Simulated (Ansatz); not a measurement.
Runs of Ansatz 0.2.0 on MgO. Symmetry: Fm-3m, No. 225, cubic system. Conventional cell: a = 4.194 Å, b = 4.194 Å, c = 4.194 Å, α = 90.00°, β = 90.00°, γ = 90.00°. Mg (site symmetry m-3m) is surrounded by 6 O at 2.10 Å. Around O (site symmetry m-3m) lie 6 Mg at 2.10 Å. The cell is a database's computed one.

```csv
task,level,cell,k mesh,smearing,points for each segment of the path,mesh quality,gap on the mesh (eV),pressure (GPa),relaxed volume (Å³/atom)
relaxation of cell and atoms,revPBE,relaxed,11 × 11 × 11,fermi-dirac 0.05 eV,-,not flagged,4.33,0.0,9.86
Born charges and dielectric tensor,LDA,as given,11 × 11 × 11,fixed,-,not flagged,(b),-,-
relaxation of cell and atoms,revPBE+D3(BJ),relaxed,11 × 11 × 11,fermi-dirac 0.05 eV,-,not flagged,4.94,0.0,(a)
band structure,PBEsol,as given,11 × 11 × 11,fermi-dirac 0.05 eV,14,not flagged,4.76,(c),-
band structure,HSEsol,as given,6 × 6 × 6,fermi-dirac 0.05 eV,4,coarse,6.54,-,-
```

Alike in all rows: potentials or basis Ansatz PAW; no spin polarisation; cutoff (eV) 420.

Estimate the missing entries.

(a) 9.24; (b) 4.78; (c) 2.3.

Caveats: some runs use coarse meshes; the PAW data sets come from PBE, with cores solved anew for the run's functional, which leaves a small shift of forces and pressure; the potentials were made for another functional, which shifts forces and pressure (some runs); the plane-wave basis is chosen anew once the cell has moved, so the energies of steps on either side of that aren't comparable (some runs); odd divisions of the mesh miss points on the zone boundary, where band edges often lie, so the gap on the mesh can be too wide (some runs).

A k mesh can miss the band edges.

Not every run made on this cell is shown here.
